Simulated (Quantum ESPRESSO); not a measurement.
**ZnO (zincite) under changes of volume**

One of the cells (11.900 Å³/atom); the others are scaled copies at fixed shape and fractional positions:

```
CELL_PARAMETERS angstrom
3.24931 0.00000 0.00000
-1.62465 2.81398 0.00000
0.00000 0.00000 5.20571
ATOMIC_POSITIONS crystal
Zn 0.66667 0.33333 0.00000
Zn 0.33333 0.66667 0.50000
O 0.33333 0.66667 0.87901
O 0.66667 0.33333 0.37901
```

| Quantity | Value |
| --- | --- |
| Program | Quantum ESPRESSO 7.5 |
| Functional | r2SCAN |
| Potentials or basis | SG15 PBE 1.2 |
| Cutoff | 1197 eV |
| Density cutoff | 4789 eV |
| k mesh | 6 × 6 × 4 |
| Occupations | fermi-dirac, width 0.05 eV |
| Spin | no spin polarisation |

| volume (Å³/atom) | energy over the lowest point (meV/atom) | pressure (GPa) | gap on the mesh (eV) |
| --- | --- | --- | --- |
| 11.186 | 19.90 | 9.9 | 1.37 |
| 11.424 | 8.05 | 6.1 | 1.34 |
| 11.662 | 1.60 | 2.6 | 1.30 |
| 11.900 | 0.00 | -0.5 | 1.27 |
| 12.138 | 2.75 | -3.2 | 1.24 |
| 12.376 | ? | ? | ? |
| 12.614 | 19.56 | -8.0 | 1.17 |

**Question.** What does the run at 12.376 Å³/atom give?

**Answer.** Energy over the lowest point 9.40 meV/atom; pressure -5.7 GPa; gap on the mesh 1.20 eV.

Worked out: A Birch-Murnaghan fit of order 3 (a polynomial in V^(-2/3)) to the other rows has its minimum at 11.86 Å³/atom with B0 = V·E''(V) = 148 GPa and B' = 4.4 at fixed shape and positions, which overstates the stiffness. It gives 9.40 meV/atom at 12.376 Å³/atom, against the run's 9.40, and -dE/dV = -5.7 GPa, against -5.7. A straight line through the other rows of the gap, of slope -1.66 eV per unit of ln V (its deformation potential), gives 1.20 eV, against the run's 1.20.

Energies are extrapolated to zero smearing.

Caveats: the potentials were made for another functional, which shifts forces and pressure.
